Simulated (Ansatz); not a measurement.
# The perfect armchair MoS2 nanoribbon (N = 5, bare edges)

What gap, if any, does the armchair MoS2 nanoribbon (N = 5, bare edges) have, and how does it change under strain?

Program: Ansatz 0.2.0. Level of theory: DFT PBE, plane waves, PAW; relaxation of a wire's period, in the first sound run; inputs show where later runs differ. Results are calculated unless marked as measured.

Most raw output is cut from this account.

## (1) Set-up

The cell holds 15 atoms: 5 Mo and 10 S. Cell: a = 13.360 Å, b = 10.120 Å, c = 5.508 Å, α = 90.0°, β = 90.0°, γ = 90.0°. Vacuum lies along a and b. The structure's axis is c.

## (2) Relaxation of atoms and period

Band widths follow the bond lengths, so the wire is relaxed first. The atoms and the third cell vector are free; the box across stays fixed as vacuum. Moments are seeded so that a magnetic state can form if it lies lower. A Fermi-Dirac smearing is set since the result may be a metal. The pressure printed is a third of the stress's trace over the whole box, vacuum included; only the stress along the axis is relaxed.

The input, input.yaml:

```yaml
crystal:
  lattice:
    - [13.36, 0.0, 0.0]
    - [0.0, 10.12, 0.0]
    - [0.0, 0.0, 5.5079215681]
  atoms:
    - { symbol: Mo, position: [0.261976048, 0.5, 0.0], spin: 0.3 }
    - { symbol: Mo, position: [0.5, 0.5, 0.0] }
    - { symbol: Mo, position: [0.738023952, 0.5, 0.0], spin: 0.3 }
    - { symbol: S, position: [0.261976048, 0.654150198, 0.333333333] }
    - { symbol: S, position: [0.261976048, 0.345849802, 0.333333333] }
    - { symbol: S, position: [0.5, 0.654150198, 0.333333333] }
    - { symbol: S, position: [0.5, 0.345849802, 0.333333333] }
    - { symbol: S, position: [0.738023952, 0.654150198, 0.333333333] }
    - { symbol: S, position: [0.738023952, 0.345849802, 0.333333333] }
    - { symbol: Mo, position: [0.380988024, 0.5, 0.5] }
    - { symbol: Mo, position: [0.619011976, 0.5, 0.5] }
    - { symbol: S, position: [0.380988024, 0.654150198, 0.833333333] }
    - { symbol: S, position: [0.380988024, 0.345849802, 0.833333333] }
    - { symbol: S, position: [0.619011976, 0.654150198, 0.833333333] }
    - { symbol: S, position: [0.619011976, 0.345849802, 0.833333333] }
magnetization:
  spin_polarized: true
kpoints:
  mp_grid: { grid: [1, 1, 15] }
scf:
  occupations: { method: fermi_dirac, width: 0.05 }
hamiltonian:
  xc: pbe
relax:
  cell: { fix: [a, b, alpha, beta, gamma] }
  max_steps: 45
  f_tol: 0.03
```

Launch:

```sh
$ ansatz run input.yaml --threads 4 --pin off --max-ram 16384MiB --backend cpu --events-out ev --progress --plain --runs-dir out
```

Wall time 2.5 min (4 threads of AMD EPYC 9R14 (Zen 4), shared host); peak memory 1.9 GiB; 9.5 min of CPU time.

Step by step:

```
step  energy less that of the first step (eV)  largest force component (eV/Å)  pressure (GPa)  volume (Å³)
   1                                   0.0000                          1.9514           -1.40       744.69
   2                                  -0.6948                          0.8520            0.27       734.29
   3                                  -0.7618                          0.2442            0.05       734.06
   4                                  -0.7757                          0.1399            0.05       733.80
   5                                  -0.7771                          0.0692           -0.07       737.81
   6                                  -0.7792                          0.0106            0.02       736.00
  7*                                  -0.7789                          0.0106            0.02       736.00
```

Relaxation steps marked * repeat the geometry before them on a plane-wave basis chosen anew for their cell, so energy and pressure can jump there.

Forces are held to the 4 operations that the run works with; a distortion that breaks them can't arise in this run.

```
cell as run  before  after  change
      c (Å)   5.508  5.444  -1.2 %
```

The atoms that moved most (Å, along periodic axes as changes of fractional coordinates times the final cell, across vacuum about the mean position):

```
atom      dx      dy      dz  length
 Mo1   0.178   0.000   0.119   0.214
 Mo3  -0.178   0.000   0.119   0.214
Mo10  -0.092   0.000   0.046   0.103
Mo11   0.092   0.000   0.046   0.103
  S4  -0.091  -0.002  -0.042   0.100
  S5  -0.091   0.002  -0.042   0.100
  S8   0.091  -0.002  -0.042   0.100
  S9   0.091   0.002  -0.042   0.100
```

This step gave:

| Quantity | Value |
| --- | --- |
| energy at zero smearing | -33806.2184 eV |
| cell length along the wire | 5.444 Å |

The cell's length comes to 5.444 Å with no moment.

## (3) The perfect wire

This step: DFT PBE, plane waves, PAW; bands of a perfect wire (Ansatz 0.2.0).

At the relaxed period the bands are computed along the axis; those that cross an energy going forward count the channels that a perfect wire would open there.

The input, input.yaml:

```yaml
crystal:
  lattice:
    - [13.36, 0.0, 0.0]
    - [0.0, 10.12, 0.0]
    - [0.0, 0.0, 5.4436528396]
  atoms:
    - { symbol: Mo, position: [0.275267538, 0.5, 0.021890745] }
    - { symbol: Mo, position: [0.5, 0.5, 0.988362212] }
    - { symbol: Mo, position: [0.724732462, 0.5, 0.021890745] }
    - { symbol: S, position: [0.255151163, 0.653948983, 0.325621579] }
    - { symbol: S, position: [0.255151163, 0.346051017, 0.325621579] }
    - { symbol: S, position: [0.5, 0.64826043, 0.335155318] }
    - { symbol: S, position: [0.5, 0.35173957, 0.335155318] }
    - { symbol: S, position: [0.744848837, 0.653948983, 0.325621579] }
    - { symbol: S, position: [0.744848837, 0.346051017, 0.325621579] }
    - { symbol: Mo, position: [0.374102974, 0.5, 0.508370682] }
    - { symbol: Mo, position: [0.625897026, 0.5, 0.508370682] }
    - { symbol: S, position: [0.381336595, 0.658601234, 0.827912828] }
    - { symbol: S, position: [0.381336595, 0.341398766, 0.827912828] }
    - { symbol: S, position: [0.618663405, 0.658601234, 0.827912828] }
    - { symbol: S, position: [0.618663405, 0.341398766, 0.827912828] }
kpoints:
  mp_grid: { grid: [1, 1, 15] }
  band_path: { path: ["Γ", Z], npoints: 90 }
scf:
  occupations: { method: fermi_dirac, width: 0.05 }
hamiltonian:
  xc: pbe
output:
  dos: { e_range: [-5, 4] }
  write_potential: true
  write_density: true
  volumetric_format: npy
```

Wall time 59 s (4 threads); peak memory 3.2 GiB; 3.9 min of CPU time.

This step gave:

| Property | Result |
| --- | --- |
| energy at zero smearing | -33806.2186 eV |
| band gap | 0.5236 eV |

Electronic bands along the path, in eV, zero at the Fermi level; v1 is the highest filled band, c1 the lowest empty one:

```
  point     v4     v3     v2     v1    c1    c2    c3    c4
      Γ  -0.66  -0.43  -0.32  -0.27  0.30  0.32  0.35  0.47
halfway  -0.66  -0.41  -0.35  -0.31  0.26  0.52  0.55  0.62
      Z  -0.70  -0.41  -0.30  -0.28  0.28  0.55  0.78  0.84
```

The gap is 0.524 eV, with spin left out.

The path shows an indirect gap of 0.52 eV (valence top at Γ, conduction bottom between Γ and Z). The least direct gap is 0.55 eV.

## (4) Strain along the wire, period over the relaxed period 0.96, k-mesh 1×1×12

This step: DFT PBE, plane waves, PAW; relaxation at a fixed period (Ansatz 0.2.0).

The period is set to 0.96 times the relaxed one and the atoms relax within it: strain changes bond lengths and angles, which shifts the bands against each other. Against the first PBE run of this kind, the mesh along the wire has 12 points against 15.

The cell differs from the one that the last finished run ended in (c 5.444 → 5.226 Å).

Edit input.yaml of step 3 so:

```diff
@@ -4,7 +4,7 @@
     - [0.0, 10.12, 0.0]
-    - [0.0, 0.0, 5.4436528396]
+    - [0.0, 0.0, 5.225906726]
   atoms:
-    - { symbol: Mo, position: [0.275267538, 0.5, 0.021890745] }
+    - { symbol: Mo, position: [0.275267538, 0.5, 0.021890745], spin: 0.3 }
     - { symbol: Mo, position: [0.5, 0.5, 0.988362212] }
-    - { symbol: Mo, position: [0.724732462, 0.5, 0.021890745] }
+    - { symbol: Mo, position: [0.724732462, 0.5, 0.021890745], spin: 0.3 }
     - { symbol: S, position: [0.255151163, 0.653948983, 0.325621579] }
@@ -21,4 +21,6 @@
     - { symbol: S, position: [0.618663405, 0.341398766, 0.827912828] }
+magnetization:
+  spin_polarized: true
 kpoints:
-  mp_grid: { grid: [1, 1, 15] }
+  mp_grid: { grid: [1, 1, 12] }
   band_path: { path: ["Γ", Z], npoints: 90 }
@@ -28,6 +30,6 @@
   xc: pbe
+relax:
+  max_steps: 40
+  f_tol: 0.02
 output:
-  dos: { e_range: [-5, 4] }
-  write_potential: true
-  write_density: true
-  volumetric_format: npy
+  stress: true
```

Run time: 3 min. Hardware: 4 threads; peak memory 4.9 GiB.

Relaxation path:

```
step  energy less that of the first step (eV)  largest force component (eV/Å)
   1                                   0.0000                          1.0817
   2                                  -0.1503                          0.4606
   3                                  -0.1885                          0.1829
   4                                  -0.1924                          0.1023
   5                                  -0.1942                          0.0500
   6                                  -0.1943                          0.0199
   7                                  -0.1943                          0.0198
```

The run keeps the 4 symmetry operations that it works with, so distortions that break them were not tested.

The atoms that moved most (Å):

```
atom      dx      dy      dz  length
 Mo3   0.071   0.000  -0.071   0.100
 Mo1  -0.071   0.000  -0.071   0.100
  S4  -0.078  -0.010   0.020   0.081
  S5  -0.078   0.010   0.020   0.081
  S8   0.078  -0.010   0.020   0.081
  S9   0.078   0.010   0.020   0.081
  S6   0.000   0.027   0.012   0.030
  S7   0.000  -0.027   0.012   0.030
```

The relaxed structure:

```xyz
15
Lattice="13.3600 0.0000 0.0000 0.0000 10.1200 0.0000 0.0000 0.0000 5.2259" Properties=species:S:1:pos:R:3
Mo    3.6066    5.0600    0.0434
Mo    6.6800    5.0600    5.1692
Mo    9.7534    5.0600    0.0434
S     3.3312    6.6078    1.7214
S     3.3312    3.5122    1.7214
S     6.6800    6.5878    1.7639
S     6.6800    3.5322    1.7639
S    10.0288    6.6078    1.7214
S    10.0288    3.5122    1.7214
Mo    4.9873    5.0600    2.6358
Mo    8.3727    5.0600    2.6358
S     5.0825    6.6736    4.3456
S     5.0825    3.4464    4.3456
S     8.2775    6.6736    4.3456
S     8.2775    3.4464    4.3456
```

This step gave:

```
energy at zero smearing : -33806.0631 eV
band gap                : 0.425 eV
```

The gap is 0.425 eV, against 0.524 eV under PBE at the relaxed period, with no moment.

## (5) Strain along the wire, period over the relaxed period 0.98, k-mesh 1×1×12

The period is set to 0.98 times the relaxed one and the atoms relax within it: strain changes bond lengths and angles, which shifts the bands against each other. Against the first PBE run of this kind, the mesh along the wire has 12 points against 15.

The cell differs from the one that the last finished run ended in (c 5.226 → 5.335 Å).

Edit input.yaml of step 4 so:

```diff
@@ -4,3 +4,3 @@
     - [0.0, 10.12, 0.0]
-    - [0.0, 0.0, 5.225906726]
+    - [0.0, 0.0, 5.3347797828]
   atoms:
```

Wall time 2.7 min (4 threads); peak memory 5 GiB; 11 min of CPU time.

Relaxation path:

```
step  energy less that of the first step (eV)  largest force component (eV/Å)
   1                                   0.0000                          0.5072
   2                                  -0.0332                          0.2383
   3                                  -0.0439                          0.0849
   4                                  -0.0447                          0.0517
   5                                  -0.0451                          0.0096
```

Forces are held to the 4 operations that the run works with; a distortion that breaks them can't arise in this run.

The atoms that moved most (Å):

```
atom      dx      dy      dz  length
 Mo3   0.034   0.000  -0.034   0.048
 Mo1  -0.034   0.000  -0.034   0.048
  S8   0.037  -0.004   0.009   0.038
  S9   0.037   0.004   0.009   0.038
  S4  -0.037  -0.004   0.009   0.038
  S5  -0.037   0.004   0.009   0.038
  S6   0.000   0.013   0.006   0.015
  S7   0.000  -0.013   0.006   0.015
```

Final coordinates:

```cif
data_structure
_symmetry_space_group_name_H-M 'P 1'
_symmetry_Int_Tables_number 1
_cell_length_a 13.3600
_cell_length_b 10.1200
_cell_length_c 5.3348
_cell_angle_alpha 90.000
_cell_angle_beta 90.000
_cell_angle_gamma 90.000
_cell_volume 721.28
loop_
_atom_site_label
_atom_site_type_symbol
_atom_site_fract_x
_atom_site_fract_y
_atom_site_fract_z
_atom_site_occupancy
Mo1 Mo 0.27275 0.50000 0.01553 1
Mo2 Mo 0.50000 0.50000 0.98869 1
Mo3 Mo 0.72725 0.50000 0.01553 1
S4 S 0.25241 0.65353 0.32731 1
S5 S 0.25241 0.34647 0.32731 1
S6 S 0.50000 0.64956 0.33635 1
S7 S 0.50000 0.35044 0.33635 1
S8 S 0.74759 0.65353 0.32731 1
S9 S 0.74759 0.34647 0.32731 1
Mo10 Mo 0.37367 0.50000 0.50658 1
Mo11 Mo 0.62633 0.50000 0.50658 1
S12 S 0.38108 0.65909 0.82962 1
S13 S 0.38108 0.34091 0.82962 1
S14 S 0.61892 0.65909 0.82962 1
S15 S 0.61892 0.34091 0.82962 1
```

The gap is 0.496 eV, against 0.524 eV under PBE at the relaxed period, with no moment.

## (6) Strain along the wire, period over the relaxed period 1.02, k-mesh 1×1×11

The period is set to 1.02 times the relaxed one and the atoms relax within it: strain changes bond lengths and angles, which shifts the bands against each other. Against the first PBE run of this kind, the mesh along the wire has 11 points against 15.

The cell differs from the one that the last finished run ended in (c 5.335 → 5.553 Å).

Edit input.yaml of step 5 so:

```diff
@@ -4,3 +4,3 @@
     - [0.0, 10.12, 0.0]
-    - [0.0, 0.0, 5.3347797828]
+    - [0.0, 0.0, 5.5525258964]
   atoms:
@@ -24,3 +24,3 @@
 kpoints:
-  mp_grid: { grid: [1, 1, 12] }
+  mp_grid: { grid: [1, 1, 11] }
   band_path: { path: ["Γ", Z], npoints: 90 }
```

Run time: 2.9 min. Hardware: 4 threads; peak memory 5.2 GiB; 11 min of CPU time.

Step by step:

```
step  energy less that of the first step (eV)  largest force component (eV/Å)
   1                                   0.0000                          0.4492
   2                                  -0.0255                          0.2430
   3                                  -0.0380                          0.0797
   4                                  -0.0386                          0.0511
   5                                  -0.0390                          0.0279
   6                                  -0.0391                          0.0086
```

Forces are held to the 4 operations that the run works with; a distortion that breaks them can't arise in this run.

The atoms that moved most (Å):

```
atom      dx      dy      dz  length
 Mo1   0.029   0.000   0.032   0.043
 Mo3  -0.029   0.000   0.032   0.043
  S9  -0.034  -0.002  -0.007   0.035
  S8  -0.034   0.002  -0.007   0.035
  S5   0.034  -0.002  -0.007   0.035
  S4   0.034   0.002  -0.007   0.035
  S7   0.000   0.014  -0.007   0.015
  S6   0.000  -0.014  -0.007   0.015
```

Final coordinates:

```xyz
15
Lattice="13.3600 0.0000 0.0000 0.0000 10.1200 0.0000 0.0000 0.0000 5.5525" Properties=species:S:1:pos:R:3
Mo    3.7067    5.0600    0.1538
Mo    6.6800    5.0600    5.4836
Mo    9.6533    5.0600    0.1538
S     3.4431    6.6202    1.8006
S     3.4431    3.4998    1.8006
S     6.6800    6.5466    1.8541
S     6.6800    3.5734    1.8541
S     9.9169    6.6202    1.8006
S     9.9169    3.4998    1.8006
Mo    5.0039    5.0600    2.8302
Mo    8.3561    5.0600    2.8302
S     5.0966    6.6588    4.5891
S     5.0966    3.4612    4.5891
S     8.2634    6.6588    4.5891
S     8.2634    3.4612    4.5891
```

The gap is 0.504 eV, against 0.524 eV under PBE at the relaxed period, with no moment.

## (7) Strain along the wire, period over the relaxed period 1.04, k-mesh 1×1×11

The period is set to 1.04 times the relaxed one and the atoms relax within it: strain changes bond lengths and angles, which shifts the bands against each other. Against the first PBE run of this kind, the mesh along the wire has 11 points against 15.

The cell differs from the one that the last finished run ended in (c 5.553 → 5.661 Å).

Edit input.yaml of step 6 so:

```diff
@@ -4,3 +4,3 @@
     - [0.0, 10.12, 0.0]
-    - [0.0, 0.0, 5.5525258964]
+    - [0.0, 0.0, 5.6613989532]
   atoms:
```

The job ended after 3 min (4 threads; peak memory 5.3 GiB; 12 min of CPU time).

Step by step:

```
step  energy less that of the first step (eV)  largest force component (eV/Å)
   1                                   0.0000                          0.8397
   2                                  -0.0888                          0.5033
   3                                  -0.1436                          0.1582
   4                                  -0.1460                          0.1023
   5                                  -0.1474                          0.0521
   6                                  -0.1476                          0.0213
   7                                  -0.1477                          0.0038
```

Forces are held to the 4 operations that the run works with; a distortion that breaks them can't arise in this run.

The atoms that moved most (Å):

```
atom      dx      dy      dz  length
 Mo3  -0.058   0.000   0.065   0.087
 Mo1   0.058   0.000   0.065   0.087
  S5   0.065  -0.004  -0.013   0.067
  S4   0.065   0.004  -0.013   0.067
  S9  -0.065  -0.004  -0.013   0.067
  S8  -0.065   0.004  -0.013   0.067
  S6   0.000  -0.029  -0.015   0.033
  S7   0.000   0.029  -0.015   0.033
```

Final coordinates:

```xyz
15
Lattice="13.3600 0.0000 0.0000 0.0000 10.1200 0.0000 0.0000 0.0000 5.6614" Properties=species:S:1:pos:R:3
Mo    3.7359    5.0600    0.1891
Mo    6.6800    5.0600    5.5841
Mo    9.6241    5.0600    0.1891
S     3.4742    6.6219    1.8303
S     3.4742    3.4981    1.8303
S     6.6800    6.5313    1.8828
S     6.6800    3.5887    1.8828
S     9.8858    6.6219    1.8303
S     9.8858    3.4981    1.8303
Mo    5.0097    5.0600    2.8919
Mo    8.3503    5.0600    2.8919
S     5.0965    6.6528    4.6710
S     5.0965    3.4672    4.6710
S     8.2635    6.6528    4.6710
S     8.2635    3.4672    4.6710
```

The gap is 0.469 eV, against 0.524 eV under PBE at the relaxed period, with no moment.

## (8) Strain along the wire, period over the relaxed period 1.06, k-mesh 1×1×11

The period is set to 1.06 times the relaxed one and the atoms relax within it: strain changes bond lengths and angles, which shifts the bands against each other. Against the first PBE run of this kind, the mesh along the wire has 11 points against 15.

The cell differs from the one that the last finished run ended in (c 5.661 → 5.770 Å).

Edit input.yaml of step 7 so:

```diff
@@ -4,3 +4,3 @@
     - [0.0, 10.12, 0.0]
-    - [0.0, 0.0, 5.6613989532]
+    - [0.0, 0.0, 5.77027201]
   atoms:
```

It took 3 min on 4 threads; peak memory 5.4 GiB.

The gap is 0.416 eV, against 0.524 eV under PBE at the relaxed period, with no moment.

## (9) Comparing the runs

Times are for 4 threads of AMD EPYC 9R14 (Zen 4), shared host. The series side by side:

```
no.  period over the relaxed period  k-mesh  pressure (GPa)  band gap (eV)     time  memory (GiB)
  1                            0.96  1×1×12          0.5696          0.425    3 min           4.9
  2                            0.98  1×1×12          0.3021          0.496  2.7 min           5.0
  3                            1.02  1×1×11         -0.2540          0.504  2.9 min           5.2
  4                            1.04  1×1×11         -0.5052          0.469    3 min           5.3
  5                            1.06  1×1×11         -0.7238          0.416    3 min           5.4
```

## (10) What came out

| Property | Result |
| --- | --- |
| cell length, PBE | 5.444 Å |
| gap, PBE | 0.524 eV |
| gap, period scaled by 0.96 | 0.425 eV |
| gap, period scaled by 0.98 | 0.496 eV |
| gap, period scaled by 1.02 | 0.504 eV |
| gap, period scaled by 1.04 | 0.469 eV |
| gap, period scaled by 1.06 | 0.416 eV |

Under PBE the cell's length is 5.44 Å, no moment survives, and a gap of 0.52 eV makes it a semiconductor. Strain matters: under PBE the gap goes from 0.52 eV to 0.425 eV at 0.96 times the period, 0.496 eV at 0.98 times the period, 0.504 eV at 1.02 times the period, 0.469 eV at 1.04 times the period and 0.416 eV at 1.06 times the period. In the perfect wire the moments were started parallel, and no opposed start was run.

[Logs are printed without paths, hosts, clocks, repeated set-up lines and the standing remarks that a program may print on its own settings, such as how far it seeks lower states.]

[Hosts, paths, dates, database ids (printed as entryN), source tags and the programs' standing remarks are cut or masked in the printed files.]
